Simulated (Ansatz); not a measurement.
# Sb2Pt (Geversite) (Pa-3) in Ansatz: single point with HSE06

Aim: the single point of Sb2Pt (Geversite) with HSE06.

Everything below comes from runs of Ansatz 0.2.0. Logs are shortened: lines on timing, memory, paths and dates and some standing lists are left out, and cuts for length are marked.

## Step 1: The crystal as given

Symmetry: Pa-3, No. 205, cubic system. The conventional cell has a = 6.442 Å, b = 6.442 Å, c = 6.442 Å, α = 90.00°, β = 90.00°, γ = 90.00°. Pt (site symmetry -3) has 6 Sb at 2.67 Å as nearest neighbours. Around Sb (site symmetry 3) lie 3 Pt at 2.67 Å and 1 Sb at 2.78 Å.

## Step 2: Single point, HSE06

The input, input:

```
crystal:
  lattice:
    - [6.4423, 0.0, 0.0]
    - [0.0, 6.4423, 0.0]
    - [0.0, 0.0, 6.4423]
  atoms:
    - { symbol: Pt, position: [0.0, 0.5, 0.5] }
    - { symbol: Pt, position: [0.5, 0.5, 0.0] }
    - { symbol: Pt, position: [0.5, 0.0, 0.5] }
    - { symbol: Pt, position: [0.0, 0.0, 0.0] }
    - { symbol: Sb, position: [0.3753, 0.1247, 0.8753] }
    - { symbol: Sb, position: [0.1247, 0.8753, 0.3753] }
    - { symbol: Sb, position: [0.8753, 0.3753, 0.1247] }
    - { symbol: Sb, position: [0.6247, 0.6247, 0.6247] }
    - { symbol: Sb, position: [0.6247, 0.8753, 0.1247] }
    - { symbol: Sb, position: [0.8753, 0.1247, 0.6247] }
    - { symbol: Sb, position: [0.1247, 0.6247, 0.8753] }
    - { symbol: Sb, position: [0.3753, 0.3753, 0.3753] }
hamiltonian:
  xc: hse06
  pseudopotentials: { kind: paw }
kpoints:
  mp_grid: { grid: [4, 4, 4] }
scf:
  occupations: { method: fermi_dirac, width: 0.05 }
output:
  forces: true
  stress: true
  eigenvalues: true
```

Potentials or basis: Ansatz PAW.

The program printed:

```text
Warning: output.stress: scf.convergence.dr2_threshold = 1e-7 eV (the SCF's general default) is looser than the 1.2e-9 eV advised for a printed stress (1e-10 eV for each atom of the cell: 12). What an SCF threshold leaves in a stress goes as its square root, and in the free energy as the threshold itself, and one threshold admits the most on a small cell: of the crystals measured, under no hybrid functional and no lock of the moments, on runs that ended without the residual-converged pass, on stresses that held no estimate of that error, the worst erred by over 100 MPa in a component at 1e-7 eV an atom and by under 5 at 1e-10. Set scf.convergence.dr2_threshold to 1.2e-9 eV or tighter. The threshold is an SCF's pass mark: one that does not reach it within its budget of iterations ends unconverged, or closes short of it on a stop that the run arms, and scf.convergence.dr2_threshold's page says what that costs each kind of run
Warning: output.stress: scf.exx.energy_threshold = 1e-6 eV is looser than the 1.2e-7 eV advised for a stress under a hybrid functional (1e-8 eV for each atom of the cell: 12). Every SCF of the exchange loop can meet its threshold on dr2 while the loop round them stops early: no threshold on dr2 bounds what that leaves in the stress. Set scf.exx.energy_threshold to 1.2e-7 eV or tighter. The threshold is the loop's pass mark: a loop that does not reach it within its budget of cycles ends unconverged, and scf.exx.energy_threshold's page has the law
GPUs: using 1 of 1 available (devices: 1).
Engine: ansatz 0.2.0, x86_64-unknown-linux-gnu
Pseudopotentials: kind: paw
Pseudopotential: Pt, paw, valence charge 18, recommended cutoff 420 eV (normal), Pt.paw.azcp
Pseudopotential: Sb, paw, valence charge 15, recommended cutoff 420 eV (normal), Sb.paw.azcp
Functional definition: HSE06
  parameter a = 0.25
  parameter omega = 0.11/bohr
  exchange = pbe_x - a*pbe_x_sr(omega) + a*exact_x_sr(omega)
  correlation = pbe_c
device memory: the entry about to start is reckoned to put 3.4 GiB on a device that reports 43.0 GiB free (of which the cap on the GPU budget leaves the run 18.0 GiB)
GPU FFT provider: cuFFT
GPU libraries: cuBLAS 13.8.2, cuFFT 12.4.0, cuSOLVER 12.3.4
Crystal: 12 atoms, lattice volume = 267.376 Å³
Basis set: ecut = 420 eV, 5185 PW (Γ), exchange–correlation on 90×90×90 points (8 copies of the dense FFT grid, shifted against one another)
Bands: 116, of which v1, the nominal top of the filled ones, is band 96 counted from 1 (95 counted from 0)
Symmetry: 24 space group operations
Space group: Pa-3 (ITA 205), of the structure as read, at distance tolerance 6.4e-5 Å
k-points: 11 of 64
Non-local potential: Pt, projectors of the file, l = 0: 3, l = 1: 2, l = 2: 2, l = 3: 1
Non-local potential: Sb, projectors of the file, l = 0: 2, l = 1: 2, l = 2: 2, l = 3: 2
PAW form: soft (Blöchl's): semilocal exchange-correlation on the pseudo side does not see the compensation charge
PAW frozen core: Pt, regenerated for the run's functional, and the local potential with it (the file was generated under x = pbe(κ = 0.804, μ = 0.2195149727645171), c = pbe(β = 0.06672455060314922))
PAW frozen core: Sb, regenerated for the run's functional, and the local potential with it (the file was generated under x = pbe(κ = 0.804, μ = 0.2195149727645171), c = pbe(β = 0.06672455060314922))
PAW one-centre angular grid: Pt, 590 points (default); XC on 64 Gauss nodes
PAW one-centre angular grid: Sb, 590 points (default); XC on 64 Gauss nodes
Initial density: superposition of atomic densities (neutral atoms: chi_scale 0, normalization atom), corrected by the library's trained network
Initial wavefunctions: pseudopotential atomic-orbital guess
[... 83 lines left out ...]
  E_xc         = -1729.615286
  E_vxc        = -1588.112964  (∫ρ·V_xc dr)
  E_exx        = -582.739229  (= α·E_x^exact, valence–valence)
  E_paw        = -74332.633423  (= ΣΔE_a)
  E_vpaw       = -4806.705058  (= ΣTr[D̂ρ^β])
  E_aug_tail   = 0.000771  (compensation charges beyond the density's cutoff)
  E_ewald      = -22116.119709
  E_core_change = -7.908689  (= ΣΔE_core)
  E_smearing   = -0.008706  (= −TS)
  E_closure    = 0.000005  (closes the sum)
  Σ components = -102017.887333   (vs F -102017.887333, Δ=0.00e0)
--- Forces (eV/Å), atoms counted from 1 ---
  atom   1  Pt     0.00000000    -0.00000000    -0.00000000
  atom   2  Pt     0.00000000    -0.00000000     0.00000000
  atom   3  Pt     0.00000000    -0.00000000     0.00000000
  atom   4  Pt     0.00000000    -0.00000000     0.00000000
  atom   5  Sb     0.01773198    -0.01773198     0.01773198
  atom   6  Sb    -0.01773198     0.01773198     0.01773198
  atom   7  Sb     0.01773198     0.01773198    -0.01773198
  atom   8  Sb    -0.01773198    -0.01773198    -0.01773198
  atom   9  Sb    -0.01773198     0.01773198    -0.01773198
  atom  10  Sb     0.01773198    -0.01773198    -0.01773198
  atom  11  Sb    -0.01773198    -0.01773198     0.01773198
  atom  12  Sb     0.01773198     0.01773198     0.01773198
  max |Σ_I F_I| component: 1.73e-17 eV/Å
--- Stress (GPa, compression-positive) ---
        1.383201      -0.000000       0.000000
       -0.000000       1.383201       0.000000
        0.000000       0.000000       1.383201
  P = ⅓ Tr σ = 1.3832 GPa (13.832 kbar)
--- Band table (eV; the first three rows and the last of 11) ---
  k-point 0: bands = ["-89.1196", "-89.1196", "-89.1196", "-89.1195", "-42.0784", "-42.0784", "-42.0784", "-42.0778", "-42.0778", "-42.0769", "-42.0769", "-42.0769", "-41.9505", "-41.9505", "-41.9505", "-41.9497", "-17.3339", "-17.3339", "-17.3339", "-17.3229", "-17.2243", "-17.2243", "-17.2243", "-17.2087", "-17.2087", "-17.2026", "-17.2026", "-17.2026", "-17.1632", "-17.1632", "-17.1632", "-17.1610", "-17.1610", "-17.1522", "-17.1522", "-17.1522", "-17.1412", "-17.1412", "-17.1412", "-17.1328", "-17.1328", "-17.1328", "-17.1321", "-17.1321", "-17.1279", "-17.1279", "-17.1279", "-17.1263", "-17.1263", "-17.1263", "-17.1175", "-17.1175", "-17.1056", "-17.0871", "-17.0871", "-17.0871", "0.1747", "2.7045", "2.7045", "2.7045", "4.4662", "4.4662", "4.4662", "6.3573", "7.4951", "7.4951", "7.4951", "8.2543", "8.2543", "8.2543", "8.7479", "8.7479", "9.1197", "9.1197", "9.1197", "9.8171", "9.8171", "9.8171", "9.9616", "9.9616", "9.9799", "9.9799", "9.9799", "10.0582", "10.0582", "10.0582", "10.0676", "10.6597", "10.6597", "11.5061", "11.5061", "11.5061", "12.2848", "13.7640", "13.7640", "13.7640", "14.5204", "14.5204", "14.5204", "15.6884", "18.1393", "18.1393", "18.1393", "19.5114", "19.5114", "19.5114", "19.9317", "19.9317", "20.0032", "20.8319", "20.8319", "20.8319", "22.3825", "22.3825", "22.3825", "23.2537"]
  k-point 1: bands = ["-89.1196", "-89.1196", "-89.1196", "-89.1195", "-42.0784", "-42.0783", "-42.0783", "-42.0780", "-42.0777", "-42.0770", "-42.0770", "-42.0770", "-41.9505", "-41.9505", "-41.9504", "-41.9499", "-17.3335", "-17.3333", "-17.3317", "-17.3240", "-17.2232", "-17.2228", "-17.2225", "-17.2119", "-17.2091", "-17.2062", "-17.2058", "-17.2052", "-17.1618", "-17.1612", "-17.1605", "-17.1594", "-17.1558", "-17.1514", "-17.1509", "-17.1497", "-17.1429", "-17.1425", "-17.1423", "-17.1406", "-17.1340", "-17.1321", "-17.1316", "-17.1300", "-17.1290", "-17.1282", "-17.1268", "-17.1257", "-17.1246", "-17.1245", "-17.1204", "-17.1184", "-17.1026", "-17.0907", "-17.0877", "-17.0873", "0.4284", "2.1366", "2.8401", "2.8556", "4.4713", "4.4790", "4.4996", "5.5831", "7.4783", "7.6632", "7.8752", "8.0074", "8.5179", "8.5357", "8.5909", "8.7623", "8.7779", "8.8657", "9.0674", "9.3707", "9.5473", "9.7636", "9.7908", "9.8791", "9.9073", "9.9560", "9.9945", "10.0319", "10.3382", "10.5309", "10.5668", "10.8272", "11.1312", "11.5487", "11.5528", "12.1742", "12.5121", "13.2518", "13.3470", "14.3982", "14.8479", "14.8571", "14.9865", "15.9913", "17.5121", "18.2140", "18.4695", "18.4806", "18.6169", "18.9367", "19.4318", "19.8616", "20.3001", "20.7092", "20.8441", "21.2398", "21.3409", "21.8266", "22.1884", "22.4588"]
  k-point 2: bands = ["-89.1196", "-89.1196", "-89.1196", "-89.1196", "-42.0782", "-42.0782", "-42.0781", "-42.0781", "-42.0774", "-42.0774", "-42.0772", "-42.0772", "-41.9505", "-41.9505", "-41.9502", "-41.9502", "-17.3328", "-17.3328", "-17.3273", "-17.3273", "-17.2205", "-17.2205", "-17.2181", "-17.2181", "-17.2102", "-17.2102", "-17.2085", "-17.2085", "-17.1590", "-17.1590", "-17.1588", "-17.1588", "-17.1500", "-17.1500", "-17.1492", "-17.1492", "-17.1440", "-17.1440", "-17.1426", "-17.1426", "-17.1337", "-17.1337", "-17.1322", "-17.1322", "-17.1276", "-17.1276", "-17.1270", "-17.1270", "-17.1229", "-17.1229", "-17.1216", "-17.1216", "-17.0971", "-17.0971", "-17.0879", "-17.0879", "1.1490", "1.1490", "3.0236", "3.0236", "4.5248", "4.5248", "4.7189", "4.7189", "7.4584", "7.4584", "8.1003", "8.1003", "8.1330", "8.1330", "8.7940", "8.7940", "8.8016", "8.8016", "9.4736", "9.4736", "9.5864", "9.5864", "9.7518", "9.7518", "9.8988", "9.8988", "10.0073", "10.0073", "10.5579", "10.5579", "10.8334", "10.8334", "11.8031", "11.8031", "12.1768", "12.1768", "12.6337", "12.6337", "13.5718", "13.5718", "15.3869", "15.3869", "16.3127", "16.3127", "17.1507", "17.1507", "18.0021", "18.0021", "18.7278", "18.7278", "19.3843", "19.3843", "20.3714", "20.3714", "20.7143", "20.7143", "21.2946", "21.2946", "22.0075", "22.0075"]
  k-point 10: bands = ["-89.1196", "-89.1196", "-89.1196", "-89.1196", "-42.0784", "-42.0784", "-42.0784", "-42.0784", "-42.0773", "-42.0773", "-42.0773", "-42.0773", "-41.9505", "-41.9505", "-41.9505", "-41.9505", "-17.3271", "-17.3271", "-17.3271", "-17.3271", "-17.2264", "-17.2264", "-17.2264", "-17.2264", "-17.2070", "-17.2070", "-17.2070", "-17.2070", "-17.1539", "-17.1539", "-17.1539", "-17.1539", "-17.1470", "-17.1470", "-17.1470", "-17.1470", "-17.1436", "-17.1436", "-17.1436", "-17.1436", "-17.1347", "-17.1347", "-17.1347", "-17.1347", "-17.1305", "-17.1305", "-17.1305", "-17.1305", "-17.1198", "-17.1198", "-17.1198", "-17.1198", "-17.0954", "-17.0954", "-17.0954", "-17.0954", "2.6338", "2.6338", "2.6338", "2.6338", "3.3776", "3.3776", "3.3776", "3.3776", "7.6056", "7.6056", "7.6056", "7.6056", "8.4580", "8.4580", "8.4580", "8.4580", "9.7411", "9.7411", "9.7411", "9.7411", "9.7871", "9.7871", "9.7871", "9.7871", "10.0826", "10.0826", "10.0826", "10.0826", "11.1738", "11.1738", "11.1738", "11.1738", "12.9305", "12.9305", "12.9305", "12.9305", "13.5551", "13.5551", "13.5551", "13.5551", "14.6547", "14.6547", "14.6547", "14.6547", "17.3871", "17.3871", "17.3871", "17.3871", "17.6254", "17.6254", "17.6254", "17.6254", "21.2909", "21.2909", "21.2909", "21.2909", "21.6263", "21.6263", "21.6263", "21.6263"]
```

Wall time 1.8 min (1 × NVIDIA H100 80GB HBM3 with 2 threads of AMD EPYC 7R13 (Zen 3), shared host); peak memory 5.8 GiB.

What came out:

```
Free energy            : -102017.8873 eV
Pressure               : 1.4 GPa
Largest force          : 0.031 eV/Å
Band gap on the k mesh : 0.12 eV, indirect (least direct gap 0.45 eV)
```

Forces in eV/Å, atoms in the order of the input:
```
Pt   0.000  0.000  0.000
Pt   0.000  0.000  0.000
Pt   0.000  0.000  0.000
Pt   0.000  0.000  0.000
Sb   0.018 -0.018  0.018
Sb  -0.018  0.018  0.018
Sb   0.018  0.018 -0.018
Sb  -0.018 -0.018 -0.018
Sb  -0.018  0.018 -0.018
Sb   0.018 -0.018 -0.018
Sb  -0.018 -0.018  0.018
Sb   0.018  0.018  0.018
```

Levels at points of the mesh, in eV from the valence-band top:
```
              k point  band 92  band 93  band 94  band 95  band 96  band 97  band 98  band 99  band 100  band 101
   (0.00, 0.00, 0.00)    -2.89    -2.11    -0.63    -0.63    -0.63     0.12     0.12     0.12      1.29      3.74
  (0.00, 0.00, -0.50)    -2.22    -1.76    -1.76    -0.83    -0.83     0.99     0.99     1.91      1.91      2.75
 (0.00, -0.50, -0.50)    -2.15    -0.95    -0.95    -0.95    -0.95     2.15     2.15     2.15      2.15      2.28
(-0.50, -0.50, -0.50)    -1.47    -0.84    -0.84    -0.84    -0.84     0.26     0.26     0.26      0.26      2.99
```

Caveat: spin-orbit coupling is left out, which moves the levels of the heavy elements; the PAW data sets come from PBE, with cores solved anew for the run's functional, which leaves a small shift of forces and pressure; the thresholds are loose for stress.
